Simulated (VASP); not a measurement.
# Cu (Fm-3m) in VASP: relaxation of cell and atoms with PBEsol

Aim: the relaxation of cell and atoms of Cu with PBEsol.

All numbers are computed with VASP 6.6.1; they aren't measurements. Logs are shortened: lines on timing, memory, paths and dates and some standing lists are left out, and cuts for length are marked.

## (1) The structure

The structure is cubic, space group Fm-3m (No. 225). Conventional cell: a = 3.630 Å, b = 3.630 Å, c = 3.630 Å, α = 90.00°, β = 90.00°, γ = 90.00°. Cu (site symmetry m-3m) is surrounded by 12 Cu at 2.57 Å.

The cell was built by a generator and needn't be a form met in nature.

## (2) Relaxation of cell and atoms, PBEsol

File INCAR:

```
SYSTEM = Cu
ALGO = Normal ; EDIFF = 1E-6
EDIFFG = -0.01 ; ENCUT = 600
GGA = PS ; IBRION = 2
ISIF = 3 ; ISMEAR = 1
KPAR = 8 ; LASPH = .True.
LCHARG = .False. ; LREAL = .False.
LWAVE = .False. ; NELM = 100
NSW = 60 ; PREC = Accurate
SIGMA = 0.2
```

File KPOINTS:

```
k-points
0
Gamma
  32 32 32
  0 0 0
```

File POSCAR:

```
Cu
1.0
    0.0000000000      1.8150000000      1.8150000000
    1.8150000000      0.0000000000      1.8150000000
    1.8150000000      1.8150000000      0.0000000000
Cu
1
Direct
    0.0000000000      0.0000000000      0.0000000000
```

Potentials or basis: VASP PAW PBE potentials, release 64 (Cu).

Launch:

```sh
cat potpaw_PBE.64/Cu/POTCAR > POTCAR
mpirun -np 8 vasp_std > vasp.out
```

OUTCAR:

```text
SYSTEM = Cu
   EDIFF = 1E-6
   EDIFFG = -0.01
   ENCUT = 600
   GGA = PS
   IBRION = 2
   ISIF = 3
   ISMEAR = 1
   LASPH = .True.
   LREAL = .False.
   NELM = 100
   NSW = 60
   PREC = Accurate

 ion  position               nearest neighbor table
   1  0.000  0.000  0.000-

  LATTYP: Found a face centered cubic cell.
 ALAT       =     3.6300000000

  Lattice vectors:

 A1 = (   0.0000000000,   1.8150000000,   1.8150000000)
 A2 = (   1.8150000000,   0.0000000000,   1.8150000000)
 A3 = (   1.8150000000,   1.8150000000,   0.0000000000)

Analysis of symmetry for initial positions (statically):
=====================================================================
 Subroutine PRICEL returns:
 Original cell was already a primitive cell.

 Routine SETGRP: Setting up the symmetry group for a
 face centered cubic supercell.

 Subroutine GETGRP returns: Found 48 space group operations
 (whereof 48 operations were pure point group operations)
 out of a pool of 48 trial point group operations.

The static configuration has the point symmetry O_h .

Analysis of symmetry for dynamics (positions and initial velocities):
=====================================================================
 Subroutine PRICEL returns:
 Original cell was already a primitive cell.

 Routine SETGRP: Setting up the symmetry group for a
 face centered cubic supercell.

 Subroutine GETGRP returns: Found 48 space group operations
 (whereof 48 operations were pure point group operations)
 out of a pool of 48 trial point group operations.

The dynamic configuration has the point symmetry O_h .

 Subroutine INISYM returns: Found 48 space group operations
 (whereof 48 operations are pure point group operations),
 and found     1 'primitive' translations

----------------------------------------------------------------------------------------

                                     Primitive cell

  volume of cell :      11.9580

  direct lattice vectors                    reciprocal lattice vectors
     0.000000000  1.815000000  1.815000000    -0.275482094  0.275482094  0.275482094
     1.815000000  0.000000000  1.815000000     0.275482094 -0.275482094  0.275482094
     1.815000000  1.815000000  0.000000000     0.275482094  0.275482094 -0.275482094

  length of vectors
     2.566797616  2.566797616  2.566797616     0.477148983  0.477148983  0.477148983

  position of ions in fractional coordinates (direct lattice)
     0.000000000  0.000000000  0.000000000

  ion indices of the primitive-cell ions
   primitive index   ion index
                 1           1

----------------------------------------------------------------------------------------

 KPOINTS: k-points

Automatic generation of k-mesh.
 Grid dimensions read from file:
 generate k-points for:   32   32   32

 Generating k-lattice:

  Cartesian coordinates                     Fractional coordinates (reciprocal lattice)
    -0.008608815  0.008608815  0.008608815     0.031250000  0.000000000  0.000000000
     0.008608815 -0.008608815  0.008608815     0.000000000  0.031250000  0.000000000
     0.008608815  0.008608815 -0.008608815     0.000000000  0.000000000  0.031250000

  Length of vectors
     0.014910906  0.014910906  0.014910906

  Shift w.r.t. Gamma in fractional coordinates (k-lattice)
     0.000000000  0.000000000  0.000000000

 Subroutine IBZKPT returns following result:
 ===========================================

 Found    897 irreducible k-points:

 Following reciprocal coordinates:
            Coordinates               Weight
  0.000000  0.000000  0.000000      1.000000
  0.031250  0.000000  0.000000      8.000000
  0.062500  0.000000  0.000000      8.000000
  0.093750  0.000000  0.000000      8.000000
  0.125000  0.000000  0.000000      8.000000
  0.156250  0.000000  0.000000      8.000000
[... 16 lines left out ...]
  0.187500  0.031250  0.000000     24.000000
  0.218750  0.031250  0.000000     24.000000
 [... further k-points ...]
   k-points           NKPTS =    897   k-points in BZ     NKDIM =    897   number of bands    NBANDS=      9
   number of dos      NEDOS =    301   number of ions     NIONS =      1
   total plane-waves  NPLWV =  13824
   dimension x,y,z NGX =    24 NGY =   24 NGZ =   24
   dimension x,y,z NGXF=    48 NGYF=   48 NGZF=   48
   ions per type =               1
   NGX,Y,Z   is equivalent  to a cutoff of  15.54, 15.54, 15.54 a.u.
   NGXF,Y,Z  is equivalent  to a cutoff of  31.09, 31.09, 31.09 a.u.
 SYSTEM =  Cu
   PREC   = accura    normal or accurate (medium, high low for compatibility)
   ISTART =      0    job   : 0-new  1-cont  2-samecut
   ICHARG =      2    charge: 1-file 2-atom 10-const
   ISPIN  =      1    spin polarized calculation?
   LNONCOLLINEAR =      F non collinear calculations
   LSORBIT =      F    spin-orbit coupling
   LASPH  =      T    aspherical Exc in radial PAW
   ENCUT  =  600.0 eV  44.10 Ry    6.64 a.u.   5.13  5.13  5.13*2*pi/ulx,y,z
   NELM   =    100;   NELMIN=  2; NELMDL= -5     # of ELM steps
   EDIFF  = 0.1E-05   stopping-criterion for ELM
   LREAL  =      F    real-space projection
   EDIFFG = -.1E-01   stopping-criterion for IOM
   NSW    =     60    number of steps for IOM
   IBRION =      2    ionic relax: 0-MD 1-quasi-New 2-CG
   NFREE  =      1    steps in history (QN), initial steepest desc. (CG)
   ISIF   =      3    stress and relaxation
   ISYM   =      2    0-nonsym 1-usesym 2-fastsym
   POTIM  = 0.5000    time-step for ionic-motion
   TEBEG  =    0.0;   TEEND  =   0.0 temperature during run
   PSTRESS=    0.0 pullay stress
   NELECT =      11.0000    total number of electrons
   NUPDOWN=      -1.0000    fix difference up-down
   EMIN   =  10.00;   EMAX   =-10.00  energy-range for DOS
   EFERMI =   0.00;   METHOD = LEGACY
   ISMEAR =     1;   SIGMA  =   0.20  broadening in eV -4-tet -1-fermi 0-gaus
   EFERMI_NEDOS =   21; number of points for ismear=-14 and -15
   IALGO  =     38    algorithm
   IMIX   =      4    mixing-type and parameters
     AMIX     =   0.40;   BMIX     =  1.00
     AMIX_MAG =   1.60;   BMIX_MAG =  1.00
  volume/ion in A,a.u.               =      11.96        80.70
  Fermi-wavevector in a.u.,A,eV,Ry     =   1.592157  3.008740 34.490258  2.534962
  Thomas-Fermi vector in A             =   2.690585
   LORBIT       =      0    0 simple, 1 ext, 2 COOP (PROOUT), +10 PAW based schemes
   GGA     = PS    functional components
   LHFCALC =     F    Hartree Fock is set to
   AEXX    =    0.0000 exact exchange contribution
   IVDW    =     0    specifies the selected vdW correction
   LEPSILON=     F    determine dielectric tensor
   LRPA    =     F    only Hartree local field effects (RPA)
 conjugate gradient relaxation of ions
 non-spin polarized calculation
 Methfessel and Paxton  Order N= 1 SIGMA  =   0.20
  energy-cutoff  :      600.00
  volume of cell :       11.96
 maximum number of plane-waves:       415
 NGX is ok and might be reduce to    24
   NGX = 11   NGY = 11   NGZ = 11

--------------------------------------- Ionic step        1  -------------------------------------------

 number of electron      10.9999998 magnetization

 Free energy of the ion-electron system (eV)
  ---------------------------------------------------
  ext. energy  EPLUGINS =         0.00000000
  ---------------------------------------------------
  free energy    TOTEN  =        -4.29454490 eV

  energy without entropy =       -4.29496536  energy(sigma->0) =       -4.29468505

------------------------ aborting loop because EDIFF is reached ----------------------------------------

  FORCE on cell =-STRESS in cart. coord.  units (eV):
  Direction    XX          YY          ZZ          XY          YZ          ZX
  --------------------------------------------------------------------------------------
  -------------------------------------------------------------------------------------
  Total       -0.5513210     -0.5513210     -0.5513210      0.0000000     -0.0000000      0.0000000
  in kB      -73.8678163    -73.8678163    -73.8678163      0.0000000     -0.0000000      0.0000000
  external PRESSURE =     -73.8678163 kB  Pullay stress =       0.0000000 kB
[... 55 lines left out ...]
  energy  without entropy=       -4.3042660953  energy(sigma->0) =       -4.30397054

--------------------------------------- Ionic step        3  -------------------------------------------

 number of electron      11.0000001 magnetization

 Free energy of the ion-electron system (eV)
  ---------------------------------------------------
  ext. energy  EPLUGINS =         0.00000000
  ---------------------------------------------------
  free energy    TOTEN  =        -4.30908153 eV

  energy without entropy =       -4.30953952  energy(sigma->0) =       -4.30923419

 E-fermi :   7.9103     XC(G=0): -13.1360

 val. band max:        7.9092375379   @ k =   0.5000   0.3125   0.1250
 cond. band min:       7.9355648981   @ k =   0.4375   0.4062   0.0000
 fundamental gap:      0.0263273602
 Fermi energy:         7.9102662082

 k-point     1 :       0.0000    0.0000    0.0000
  band No.  band energies     occupation
      1      -1.8000      2.00000
      2       4.7400      2.00000
      3       4.7400      2.00000
      4       4.7400      2.00000
      5       5.6235      2.00000
      6       5.6235      2.00000
      7      30.7822      0.00000
      8      33.6997      0.00000
      9      33.6997      0.00000
[... 265 lines left out ...]
 k-point    24 :       0.2188    0.0313    0.0000
  band No.  band energies     occupation
      1      -0.2130      2.00000
      2       4.4754      2.00000
      3       4.9195      2.00000
      4       4.9239      2.00000
      5       5.5753      2.00000
      6       5.6896      2.00000
      7      22.7585      0.00000
      8      30.5696      0.00000
      9      30.5901      0.00000

 [... further k-points ...]

------------------------ aborting loop because EDIFF is reached ----------------------------------------

  FORCE on cell =-STRESS in cart. coord.  units (eV):
  Direction    XX          YY          ZZ          XY          YZ          ZX
  --------------------------------------------------------------------------------------
  -------------------------------------------------------------------------------------
  Total        0.0002735      0.0002735      0.0002735      0.0000000      0.0000000     -0.0000000
  in kB        0.0385667      0.0385667      0.0385667      0.0000000      0.0000000     -0.0000000
  external PRESSURE =       0.0385667 kB  Pullay stress =       0.0000000 kB
[... 16 lines left out ...]
  FREE ENERGIE OF THE ION-ELECTRON SYSTEM (eV)
  ---------------------------------------------------
  free  energy   TOTEN  =        -4.3090815297 eV

  energy  without entropy=       -4.3095395203  energy(sigma->0) =       -4.30923419

 reached required accuracy - stopping structural energy minimisation
```

Run time: 46 s. Hardware: 8 MPI ranks of Intel Xeon Platinum 8259CL at 2.50GHz (Skylake/Cascade Lake), shared host; peak memory 0.25 GiB.

What came out:

```
Free energy                            : -4.3091 eV
Relaxed volume                         : 11.36 Å³/atom
Relaxed cell                           : a = 2.523 Å, b = 2.523 Å, c = 2.523 Å, α = 60.00°, β = 60.00°, γ = 60.00°
Space group after relaxing (to 0.05 Å) : Fm-3m (No. 225)
Energy gained by relaxing              : 14.5 meV/atom
Ionic steps                            : 3
Pressure after relaxing                : 0.0 GPa
Band gap on the k mesh                 : none (metal or under the smearing width)
```

The path:
| step | energy change (eV) | largest force (eV/Å) | pressure (GPa) | volume (Å³) |
| --- | --- | --- | --- | --- |
| 1 | 0.0000 | 0.0000 | -7.39 | 11.96 |
| 2 | -0.0093 | 0.0000 | 5.27 | 11.03 |
| 3 | -0.0145 | 0.0000 | 0.00 | 11.36 |

Final structure:
```
Cu
1.0
     0.00000    1.78427    1.78427
     1.78427    0.00000    1.78427
     1.78427    1.78427    0.00000
Cu
1
Cartesian
  0.0000 0.0000 0.0000
```

Levels at points of the mesh, in eV from the Fermi level:
```tsv
k point	band 4	band 5	band 6	band 7	band 8	band 9
(0.00, 0.00, 0.00)	-3.17	-2.29	-2.29	22.87	25.79	25.79
(0.50, 0.00, 0.00)	-1.68	-1.68	-1.18	3.92	21.35	22.60
(0.50, 0.50, 0.00)	-1.53	-1.53	1.41	7.35	13.31	13.31
```

Caveat: the PAW data sets were made with another functional, which shifts forces and pressure a little.
